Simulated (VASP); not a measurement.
A run of VASP 6.6.1:

The input INCAR:

```
SYSTEM = HfS2
PREC = Accurate ; ENCUT = 600
EDIFF = 1E-6 ; ISMEAR = 0
SIGMA = 0.03 ; LREAL = .FALSE.
LASPH = .TRUE. ; NELM = 80
ALGO = Normal ; ISIF = 3
LWAVE = .FALSE. ; LCHARG = .FALSE.
GGA = MK ; LUSE_VDW = .TRUE.
AGGAC = 0.0 ; PARAM1 = 0.1234
PARAM2 = 0.711357 ; ZAB_VDW = -1.8867
IBRION = 2 ; NSW = 90
EDIFFG = -0.01 ; KPAR = 2
```

Contents of KPOINTS:

```
regular mesh
0
G
  9 9 5
  0 0 0
```

File POSCAR:

```
HfS2
1.0
    3.6396641800      0.0000000000      0.0000000000
   -1.8198320900      3.1520416411      0.0000000000
    0.0000000000      0.0000000000      6.0555624700
Hf S
1 2
Direct
    0.0000000000      0.0000000000      0.0000000000
    0.6666666700      0.3333333300      0.7639520500
    0.3333333300      0.6666666700      0.2360479500
```

Potentials or basis: VASP PAW PBE potentials, release 64 (Hf_pv, S).

Launch:

```bash
$ cat potpaw_PBE.64/Hf_pv/POTCAR potpaw_PBE.64/S/POTCAR > POTCAR
$ mpirun -np 2 vasp_std > vasp.out
```

Hardware: 2 MPI ranks on Intel(R) Xeon(R) Platinum 8488C (Sapphire Rapids), with other jobs on the host.

**Question.** How long does it take, and how much memory?

**Answer.** Wall time 11 min on 2 MPI ranks on Intel(R) Xeon(R) Platinum 8488C (Sapphire Rapids), on a shared host, peak memory 0.47 GiB a rank. Counts: scf iterations 82, k points 50, ion steps 10.
